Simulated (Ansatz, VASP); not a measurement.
Bi: VASP beside Ansatz

File INCAR:

```
  PREC = Accurate
  ENCUT = 520
  EDIFF = 1E-7
  ISMEAR = -1
  SIGMA = 0.05
  LREAL = F
  LASPH = T
  NELM = 100
  ALGO = Normal
  ISIF = 2
  LWAVE = F
  LCHARG = F
  GGA = PS
  NBANDS = 14
```

The input KPOINTS:

```
Automatic mesh
0
Gamma
  12 12 12
```

File POSCAR:

```
Bi
1.0
    2.3752765239      0.0000000000      0.0000000000
    0.0000000000      2.3752765239      0.0000000000
    0.0000000000      0.0000000000      2.3752765239
Bi
1
Direct
    0.0000000000      0.0000000000      0.0000000000
```

Input for Ansatz:

```yaml
crystal:
  lattice:
    - [2.3752765239, 0.0, 0.0]
    - [0.0, 2.3752765239, 0.0]
    - [0.0, 0.0, 2.3752765239]
  atoms:
    - { symbol: Bi, position: [0.0, 0.0, 0.0] }
kpoints:
  mp_grid: { grid: [12, 12, 12] }
  band_path:
    path:
      - [0.0, 0.0, 0.0]
      - [0.0, 0.5, 0.0]
      - [0.5, 0.5, 0.0]
      - [0.0, 0.0, 0.0]
      - [0.5, 0.5, 0.5]
      - [0.0, 0.5, 0.0]
      - [0.5, 0.5, 0.5]
      - [0.5, 0.5, 0.0]
    npoints: 8
scf:
  occupations: { method: fermi_dirac, width: 0.05 }
hamiltonian:
  xc: pbesol
  pseudopotentials: { kind: all_electron, lapw: { basis_error: 0.001 } }
output:
  forces: true
  stress: true
  eigenvalues: true
  populations: true
  dos: { projected: true, de: 0.2, e_range: [-14, 8] }
```

Change from the starting cell: volume scaled by 0.4, LAPW.

Alike in both runs: task single point; functional PBEsol; k mesh 12 × 12 × 12; occupations fermi-dirac, width 0.05 eV; no spin polarisation.

|  | VASP | Ansatz |
| --- | --- | --- |
| version | VASP 6.6.1 | Ansatz 0.2.0 |
| potentials or method | VASP PAW PBE potentials, release 64 (Bi_d) | all-electron LAPW, scalar-relativistic |
| plane-wave cutoff (eV) | 520 | see its input |

|  | VASP | Ansatz | Ansatz less VASP |
| --- | --- | --- | --- |
| pressure (GPa) | 407.0 | 405.7 | -1.33 |

Ansatz ran all-electron here, so the differences hold the error of VASP's frozen core and of both bases.

Caveats: the cell as given lies far from equilibrium; so large a pressure means that the cell lies far from this level's equilibrium, or that cutoff or potentials fall short (VASP); the potentials were made for another functional, which shifts forces and pressure (VASP); spin-orbit coupling is left out, which moves the levels of the heavy elements.
